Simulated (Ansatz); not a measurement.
# WS2, before and after

The guess for WS2 was made by a generator: ordered vacancies on the cation sites of caesium chloride (Fm-3m, No. 225) (occupants of the shared sites, in ratio, W: 1, vacant: 1). Lengths were set from tabulated atomic sizes, so they are only a guess.

start.cif

```cif
data_structure
_symmetry_space_group_name_H-M 'Fm-3m'
_symmetry_Int_Tables_number 225
_cell_length_a 5.9577
_cell_length_b 5.9577
_cell_length_c 5.9577
_cell_angle_alpha 90.000
_cell_angle_beta 90.000
_cell_angle_gamma 90.000
_cell_volume 211.46
loop_
_atom_site_label
_atom_site_type_symbol
_atom_site_symmetry_multiplicity
_atom_site_Wyckoff_symbol
_atom_site_fract_x
_atom_site_fract_y
_atom_site_fract_z
_atom_site_occupancy
W1 W 4 a 0.00000 0.00000 0.00000 1
S1 S 8 c 0.25000 0.75000 0.75000 1
```

Computed with DFT PBE, scalar-relativistic, plane waves, PAW in Ansatz 0.2.0. Cutoff 420 eV, Gaussian smearing, Γ-centred meshes. Cell and atoms relax on a converged mesh. In metals the finer mesh still leaves noise of several meV/atom or more. The steps can't lower the symmetry of their start. Collinear spin is switched on along the way, since trial moments persisted in a coarse test.

end.cif

```cif
data_structure
_symmetry_space_group_name_H-M 'Fm-3m'
_symmetry_Int_Tables_number 225
_cell_length_a 5.9391
_cell_length_b 5.9391
_cell_length_c 5.9391
_cell_angle_alpha 90.000
_cell_angle_beta 90.000
_cell_angle_gamma 90.000
_cell_volume 209.49
loop_
_atom_site_label
_atom_site_type_symbol
_atom_site_symmetry_multiplicity
_atom_site_Wyckoff_symbol
_atom_site_fract_x
_atom_site_fract_y
_atom_site_fract_z
_atom_site_occupancy
W1 W 4 a 0.00000 0.00000 0.00000 1
S1 S 8 c 0.25000 0.75000 0.75000 1
```

The symmetry stays Fm-3m (No. 225). The end has the fluorite type. The volume per atom shrinks by 0.9 %, from 17.6 to 17.5 Å³. The shortest distance goes from 2.58 Å (W–S) to 2.57 Å (W–S).

```
Volume per atom                             : 17.46 Å³
Density                                     : 7.86 g/cm³
Formation energy                            : −0.03 eV/atom
Gap on the 14×14×14 mesh of the 3-atom cell : 0 eV (a metal)
Net moment per atom                         : 0.63 μB
Moment by site                              : W 1.2 μB
```

The zero of energy is the elements' standard structures at the same level; no fitted shifts are applied. The formation energy is too near zero to say whether this cell lies below the elements.

The last run used collinear spin and Gaussian smearing of 0.10 eV. The k mesh leaves some 4 meV/atom of noise in the energy of each metallic cell. Spin–orbit coupling, which can matter for W, is left out. The reference form of S is held partly by dispersion forces, which this level lacks. Another magnetic order may lie lower. A structure relaxed within its symmetry needn't be a true minimum. In all, the 2 runs took 45 s on 1 thread of Arm Neoverse V2, on a shared host. Another cell of WS2 relaxed alike but without spin, in P-4m2, lies 97 meV/atom lower, so this cell isn't the stable form at this level. Site moments count only spheres around the atoms; the net moment includes the space between them.
